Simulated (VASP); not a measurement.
Hf:

```xyz
1
Lattice="0.0000 2.3259 2.3259 2.3259 0.0000 2.3259 2.3259 2.3259 0.0000" Properties=species:S:1:pos:R:3 pbc="T T T"
Hf    0.0000    0.0000    0.0000
```

This isn't the form of Hf at room conditions, which is hcp.

The cell isn't the ideal one: volume scaled by 1.15.

| Item | Value |
| --- | --- |
| Program | VASP 6.6.1 |
| Task | relaxation of cell and atoms |
| Functional | rSCAN |
| Dispersion | D4 |
| Potentials or basis | VASP PAW PBE potentials, release 64 (Hf_pv) |
| Cutoff | 600 eV |
| k mesh | 7 × 7 × 7 |
| Occupations | methfessel-paxton, width 0.2 eV |
| Spin | spin-orbit coupling, no magnetisation |

At the start: pressure -11.5 GPa; volume 25.16 Å³/atom.

Where does the relaxation end?

Over 7 steps the energy falls by 124.6 meV/atom and the volume is 22.04 Å³/atom (-12.4 %); space group Fm-3m (No. 225, to 0.05 Å).

The path:
| step | energy change (eV) | largest force (eV/Å) | pressure (GPa) | volume (Å³) |
| --- | --- | --- | --- | --- |
| 1 | 0.0000 | 0.0000 | -11.48 | 25.16 |
| 2 | 0.0352 | 0.0000 | 19.46 | 19.15 |
| 3 | -0.1244 | 0.0000 | -0.40 | 22.13 |
| 4 | -0.1246 | 0.0000 | -0.04 | 22.05 |
| 5 | -0.1245 | 0.0000 | 0.26 | 21.99 |
| 6 | -0.1245 | 0.0000 | -0.29 | 22.10 |
| 7 | -0.1246 | 0.0000 | 0.01 | 22.04 |

Final structure:
```
CELL_PARAMETERS angstrom
0.00000 2.22542 2.22542
2.22542 0.00000 2.22542
2.22542 2.22542 0.00000
ATOMIC_POSITIONS crystal
Hf 0.00000 0.00000 0.00000
```

Caveat: the PAW data sets were made with another functional, which shifts forces and pressure a little.
